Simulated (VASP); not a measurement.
Here is a VASP 6.6.1 calculation.

File INCAR:

```
SYSTEM = Pt
  PREC = Accurate
  ENCUT = 350
  EDIFF = 1E-6
  ISMEAR = -1
  SIGMA = 0.05
  LREAL = .False.
  LASPH = .True.
  NELM = 100
  ALGO = Normal
  ISIF = 2
  LWAVE = .False.
  LCHARG = .False.
  GGA = PS
  IBRION = 2
  NSW = 60
  EDIFFG = -0.01
```

File KPOINTS:

```
regular mesh
0
Gamma
  13 13 1
  0 0 0
```

The input POSCAR:

```
Pt
1.0
    2.7746870094      0.0000000000      0.0000000000
    0.0000000000      2.7746870094      0.0000000000
    0.0000000000      0.0000000000     30.6960000000
Pt
9
Direct
    0.0000000000      0.0000000000      0.2443315090
    0.5000000000      0.5000000000      0.3082486317
    0.0000000000      0.0000000000      0.3721657545
    0.5000000000      0.5000000000      0.4360828772
    0.0000000000      0.0000000000      0.5000000000
    0.5000000000      0.5000000000      0.5639171228
    0.0000000000      0.0000000000      0.6278342455
    0.5000000000      0.5000000000      0.6917513683
    0.0000000000      0.0000000000      0.7556684910
```

Potentials or basis: VASP PAW PBE potentials, release 64 (Pt).

Command:

```sh
$ cat potpaw_PBE.64/Pt/POTCAR > POTCAR
$ mpirun -np 1 vasp_std > vasp.out
```

Q: What does it give for the energy gained by relaxing?

A: 4.1 meV/atom.

Q: Predict the band gap on the k mesh.

A: None (metal or under the smearing width).

Forces in eV/Å, atoms in the order of the input:
```
Pt   0.000  0.000  0.010
Pt   0.000  0.000 -0.004
Pt   0.000  0.000 -0.003
Pt   0.000  0.000 -0.001
Pt   0.000  0.000  0.000
Pt   0.000  0.000  0.001
Pt   0.000  0.000  0.003
Pt   0.000  0.000  0.004
Pt   0.000  0.000 -0.010
```

Caveat: the PAW data sets were made with another functional, which shifts forces and pressure a little. The run has no spin-orbit coupling, so splittings on Pt are missing.
